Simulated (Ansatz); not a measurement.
InP: experiment and calculation

**What was measured.**

From a printed reference work, data compilation, for a bulk crystal of InP: lattice constant a 5.86875 Å at 291.15 K; band gap 1.4236 eV (direct) at 1.6 K; bulk modulus 71 GPa.

How close the calculation comes is told below.

Level of theory: DFT r2SCAN, scalar-relativistic, plane waves, PAW (Ansatz 0.2.0).

Settings: cutoff 500 eV, Γ-centred mesh 8×8×8 on the computed 2-atom cell, Gaussian smearing of 0.02 eV; no spin polarisation.

Relaxed structure, symmetry kept:

```cif
data_structure
_symmetry_space_group_name_H-M 'F-43m'
_symmetry_Int_Tables_number 216
_cell_length_a 5.9071
_cell_length_b 5.9071
_cell_length_c 5.9071
_cell_angle_alpha 90.000
_cell_angle_beta 90.000
_cell_angle_gamma 90.000
_cell_volume 206.13
loop_
_atom_site_label
_atom_site_type_symbol
_atom_site_symmetry_multiplicity
_atom_site_Wyckoff_symbol
_atom_site_fract_x
_atom_site_fract_y
_atom_site_fract_z
_atom_site_occupancy
In1 In 4 a 0.00000 0.00000 0.00000 1
P1 P 4 d 0.25000 0.25000 0.75000 1
```

| Item | Value |
| --- | --- |
| Space group | F-43m (No. 216) |
| Volume per atom | 25.77 Å³ |
| Formation energy from the elements' standard states (uncorrected) | -0.378 eV/atom |
| Generalised Kohn–Sham band gap | 1.03 eV, direct at Γ |
| Löwdin character of the top 1 eV of the valence band | P 3p 81 %, In 5p 16 % |
| Löwdin character of the lowest 1 eV of the conduction band | In 5s 39 %, P 3s 27 %, P 3p 18 %, In 5p 13 % |
| Electron masses at the edge by Cartesian direction of the standard setting (m_e; degenerate bands sorted by energy; no spin-orbit coupling) | x: 0.074; y: 0.074; z: 0.074 |
| Hole masses at the edge by Cartesian direction of the standard setting (m_e; degenerate bands sorted by energy; no spin-orbit coupling) | x: 0.44, 0.44, 0.074; y: 0.44, 0.44, 0.074; z: 0.44, 0.44, 0.074 |
| Bulk modulus | 68 GPa |
| Its pressure derivative | 4.6 |
| Bader charges (e) | In (1 in the cell) 0.97, P (1 in the cell) -0.97 |

A measured lattice constant a of InP is 5.86875 Å (291.15 K; a printed reference work, data compilation); the calculated 5.907 Å misses it by +0.7 %. The calculation is for 0 K without zero-point motion. Against the measured band gap of InP, 1.4236 eV (direct; 1.6 K; a printed reference work, data compilation), the calculated 1.03 eV is off by -0.40 eV. Kohn–Sham gaps of semilocal functionals fall short of measured ones as a rule; spin-orbit coupling, left out here, would usually lower the calculated gap of a compound with heavy elements. Against the measured bulk modulus of InP, 71 GPa (a printed reference work, data compilation), the calculated 68 GPa is off by -3.8 %.